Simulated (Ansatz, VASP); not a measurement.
**AlO2 in VASP and in Ansatz**

INCAR

```
PREC = Accurate
ENCUT = 520
EDIFF = 1E-6
ISMEAR = 0
SIGMA = 0.1
LREAL = False
LASPH = True
NELM = 60
ALGO = Normal
ISIF = 2
LWAVE = False
LCHARG = True
GGA = PE
LELF = True
LVHAR = True
NBANDS = 24
```

KPOINTS

```
Automatic mesh
0
Gamma
  4 4 4
```

The input POSCAR:

```
AlO2
1.0
    4.1457144700      0.0000000000      0.0000000000
    0.0000000000      4.1457144700      0.0000000000
    0.0000000000      0.0000000000      3.7484699800
Al O
2 4
Direct
    0.0000000000      0.5000000000      0.0000000000
    0.5000000000      0.0000000000      0.0000000000
    0.2379686900      0.7379686900      0.0000000000
    0.7620313100      0.2620313100      0.0000000000
    0.7379686900      0.7620313100      0.0000000000
    0.2620313100      0.2379686900      0.0000000000
```

Input for Ansatz:

```yaml
crystal:
  lattice:
    - [4.14571447, 0.0, 0.0]
    - [0.0, 4.14571447, 0.0]
    - [0.0, 0.0, 3.74846998]
  atoms:
    - { symbol: Al, position: [0.0, 0.5, 0.0] }
    - { symbol: Al, position: [0.5, 0.0, 0.0] }
    - { symbol: O, position: [0.23796869, 0.73796869, 0.0] }
    - { symbol: O, position: [0.76203131, 0.26203131, 0.0] }
    - { symbol: O, position: [0.73796869, 0.76203131, 0.0] }
    - { symbol: O, position: [0.26203131, 0.23796869, 0.0] }
basis:
  ecutwfc: 420
kpoints:
  mp_grid: { grid: [4, 4, 4] }
hamiltonian:
  xc: pbe
scf:
  occupations: { method: gaussian, width: 0.1 }
  lower_state_search: "off"
output:
  forces: true
  stress: true
  eigenvalues: true
```

Alike in both runs: task single point; functional PBE; k mesh 4 × 4 × 4; occupations gaussian, width 0.1 eV; no spin polarisation.

|  | VASP | Ansatz |
| --- | --- | --- |
| version | VASP 6.6.1 | Ansatz 0.2.0 |
| potentials or method | VASP PAW PBE potentials, release 64 (Al, O) | scalar-relativistic, plane waves, PAW |
| plane-wave cutoff (eV) | 520 | 420 |
| valence electrons in the cell | 30 | 30 |

Ansatz gave:

| Item | Value |
| --- | --- |
| gap on the k mesh at the Fermi level (eV) | none |
| rms of the force components (eV/Å) | 5.527 |

**Question.** What did VASP give for the same quantities?

**Answer.** gap on the k mesh at the Fermi level (eV): none; rms of the force components (eV/Å): 5.464.

Atom by atom the forces differ by 0.063 eV/Å (rms over components). A gap of «none» marks a metal or a gap that the smearing closes.

Caveats: the k mesh is coarse (spacing up to 0.42 Å⁻¹), so the values aren't converged; forces of over 1 eV/Å show positions far from the minimum, so gaps and moduli don't describe the material at rest.
